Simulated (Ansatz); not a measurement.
**Rb under changes of volume**

One of the cells (88.043 Å³/atom); the others are scaled copies at fixed shape and fractional positions:

```
CELL_PARAMETERS angstrom
-2.80250 2.80250 2.80250
2.80250 -2.80250 2.80250
2.80250 2.80250 -2.80250
ATOMIC_POSITIONS crystal
Rb 0.00000 0.00000 0.00000
```

```yaml
Program: Ansatz 0.2.0
Functional: PBE
Potentials_or_basis: Ansatz PAW
Cutoff: "420 eV (not typed: the program's choice for these potentials)"
k_mesh: 7 × 7 × 7
Occupations: fermi-dirac, width 0.05 eV
Spin: no spin polarisation
```

```tsv
volume (Å³/atom)	energy over the lowest point (meV/atom)	pressure (GPa)
82.761	?	?
84.522	4.22	0.2
86.283	2.10	0.2
88.043	0.73	0.1
89.804	0.05	0.0
91.565	0.00	0.0
93.326	0.52	-0.1
```

Task: What does the run at 82.761 Å³/atom give?

Result: Energy over the lowest point 7.18 meV/atom; pressure 0.3 GPa.

Worked out: A Birch-Murnaghan fit of order 3 (a polynomial in V^(-2/3)) to the other rows has its minimum at 90.83 Å³/atom with B0 = V·E''(V) = 2.8 GPa and B' = 3.7. It gives 7.17 meV/atom at 82.761 Å³/atom, against the run's 7.18, and -dE/dV = 0.3 GPa, against 0.3.

Energies are extrapolated to zero smearing.
